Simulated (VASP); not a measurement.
Write the native input for VASP 6.6.1 that does the following.

| Property | Result |
| --- | --- |
| Task | relaxation of cell and atoms |
| Functional | PBE |
| Potentials or basis | VASP PAW PBE potentials, release 64 (Be, H) |
| Cutoff | 600 eV |
| k mesh | 12 × 12 × 10 |
| Occupations | gaussian, width 0.1 eV |
| Spin | no spin polarisation |
| Dipole correction | no |
| Further INCAR settings | ALGO = Normal; EDIFF = 1e-06; IBRION = 2; EDIFFG = -0.01; NSW = 100; ISIF = 3 |

The structure of Be2H3 lies in POSCAR:

```
Be2H3
1.0
    3.0955934357      0.0000000000      0.0000000000
    0.0000000000      3.0955934357      0.0000000000
    0.0000000000      0.0000000000      3.7548500150
Be H
2 3
Direct
    0.5000000000      0.5000000000      0.0000000000
    0.0000000000      0.0000000000      0.0000000000
    0.5000000000      0.5000000000      0.5000000000
    0.0000000000      0.0000000000      0.6025447387
    0.0000000000      0.0000000000      0.3974552613
```

The cell was built by a generator and needn't be a form met in nature.

The cell isn't the ideal one: random cell by space group and Wyckoff sites (P4/mmm, No. 123).

One way to write it, as run:

INCAR

```
ALGO = Normal
EDIFF = 1E-6
EDIFFG = -0.01
ENCUT = 600
GGA = PE
IBRION = 2
ISIF = 3
ISMEAR = 0
LASPH = True
LCHARG = False
LREAL = False
LWAVE = False
NELM = 100
NSW = 100
PREC = Accurate
SIGMA = 0.1
```

KPOINTS

```
k-points
0
Gamma
  12 12 10
```

Potentials or basis: VASP PAW PBE potentials, release 64 (Be, H).

Run with:

```bash
$ cat potpaw_PBE.64/Be/POTCAR potpaw_PBE.64/H/POTCAR > POTCAR
$ mpirun -np 1 vasp_std > vasp.out
```

It gave:

```yaml
Relaxed_volume: 7.18 Å³/atom
Relaxed_cell: a = 3.101 Å, b = 3.101 Å, c = 3.733 Å, α = 90.00°, β = 90.00°, γ = 90.00°
Space_group_after_relaxing_to_0.05_Å: P4/mmm (No. 123)
Energy_gained_by_relaxing: 0.5 meV/atom
Ionic_steps: 5
Pressure_after_relaxing: 0.1 GPa
Largest_force_after_relaxing: 0.005 eV/Å
Band_gap_on_the_k_mesh: none (metal or under the smearing width)
```

It took 110 s on 1 thread of AMD EPYC 7R13 Processor (Zen 3), on a shared host, peak memory 0.16 GiB.
